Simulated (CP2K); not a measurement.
MoS2:

```xyz
3
Lattice="3.2275 0.0000 0.0000 -1.6137 2.7951 0.0000 0.0000 0.0000 6.3125" Properties=species:S:1:pos:R:3 pbc="T T T"
Mo    0.0000    0.0000    3.1562
S     1.6137    0.9317    4.7008
S     0.0000    1.8634    1.6117
```

Measurements of this composition are mostly on another form, of space group No. 194.

Program: CP2K 2026.2. Alike in all runs: task band structure; no spin polarisation; cell as given; k mesh 9 × 9 × 4.

Question: Order these runs on this cell by their pressure, lowest first.
A. level LDA; potentials or basis GTH_POTENTIALS Mo GTH-PADE-q14, S GTH-PADE-q6; TZVP-MOLOPT-PBE-GTH basis; smearing fermi-dirac 0.01 eV; EPS_DEFAULT 1.0E-9; NGRIDS 4; points a segment of the path (NPOINTS) 8; bands added on the path 6; CUTOFF of the grids 450 Ry
B. level SCAN; potentials or basis POTENTIAL_UZH Mo GTH-SCAN-q14, S GTH-SCAN-q6; TZVP-MOLOPT-SCAN-GTH basis; smearing fermi-dirac 0.01 eV; EPS_DEFAULT 1.0E-9; NGRIDS 5; points a segment of the path (NPOINTS) 10; bands added on the path 6; CUTOFF of the grids 675 Ry
C. level TASK; potentials or basis POTENTIAL_UZH Mo GTH-SCAN-q14, S GTH-SCAN-q6; TZVP-MOLOPT-SCAN-GTH basis; smearing fermi-dirac 0.1 eV; EPS_DEFAULT 1.0E-10; NGRIDS 5; points a segment of the path (NPOINTS) 6; bands added on the path 4; CUTOFF of the grids 675 Ry

Answer: A (-5.2 GPa), B (0.4 GPa), C (6.0 GPa).

Caveats: the basis of atomic orbitals isn't converged, which shifts pressures, moduli and gaps; the potentials were made for another functional, which shifts forces and pressure (some runs).

Not every run made on this cell is shown here.
